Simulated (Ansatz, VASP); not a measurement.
K in VASP and in Ansatz

Contents of INCAR:

```
SYSTEM = K
PREC = Accurate
ENCUT = 600
EDIFF = 1E-6
ISMEAR = -1
SIGMA = 0.05
LREAL = .False.
LASPH = .True.
NELM = 80
ALGO = Fast
ISIF = 3
LWAVE = .False.
LCHARG = .False.
GGA = CA
IBRION = 2
NSW = 60
EDIFFG = -0.01
```

File KPOINTS:

```
regular mesh
0
Gamma
  7 7 7
  0 0 0
```

POSCAR

```
K
1.0
   -2.6975585167      2.6975585167      2.6975585167
    2.6975585167     -2.6975585167      2.6975585167
    2.6975585167      2.6975585167     -2.6975585167
K
1
Direct
    0.0000000000      0.0000000000      0.0000000000
```

Contents of input.yaml:

```yaml
crystal:
  lattice:
    - [-2.6975585167, 2.6975585167, 2.6975585167]
    - [2.6975585167, -2.6975585167, 2.6975585167]
    - [2.6975585167, 2.6975585167, -2.6975585167]
  atoms:
    - { symbol: K, position: [0.0, 0.0, 0.0] }
hamiltonian:
  xc: lda
  pseudopotentials: { kind: paw }
kpoints:
  mp_grid: { grid: [7, 7, 7] }
scf:
  occupations: { method: fermi_dirac, width: 0.05 }
output:
  forces: true
  stress: true
  eigenvalues: true
relax:
  f_tol: 0.01
  max_steps: 40
  cell: { stress_tol: 0.05 }
```

Alike in both runs: task relaxation of cell and atoms; functional LDA; k mesh 7 × 7 × 7; occupations fermi-dirac, width 0.05 eV; no spin polarisation.

|  | VASP | Ansatz |
| --- | --- | --- |
| version | VASP 6.6.1 | Ansatz 0.2.0 |
| potentials or method | VASP PAW LDA potentials, release 64 (K_sv) | Ansatz PAW |
| plane-wave cutoff (eV) | 600 | 420 |
| valence electrons in the cell | 9 | 9 |

|  | VASP | Ansatz | Ansatz less VASP |
| --- | --- | --- | --- |
| gap on the k mesh at the Fermi level, each at its own relaxed structure (eV) | none | none | - |
| relaxed volume (Å³/atom) | 63.81 | 64.08 | +0.267 |
| relaxed cell length with the largest relative difference (Å) | 4.360 | 4.366 | +0.0061 |
| energy change over the relaxation (meV/atom) | -33 | -33 | +0.3 |

A gap of «none» marks a metal or a gap that the smearing closes.

Caveats: the volume moved by over 15 % at a fixed basis, so the end points are rough; the plane-wave basis is chosen anew once the cell has moved, so the energies of steps on either side of that aren't comparable (Ansatz); the PAW data sets come from PBE, with cores solved anew for the run's functional, which leaves a small shift of forces and pressure (Ansatz).
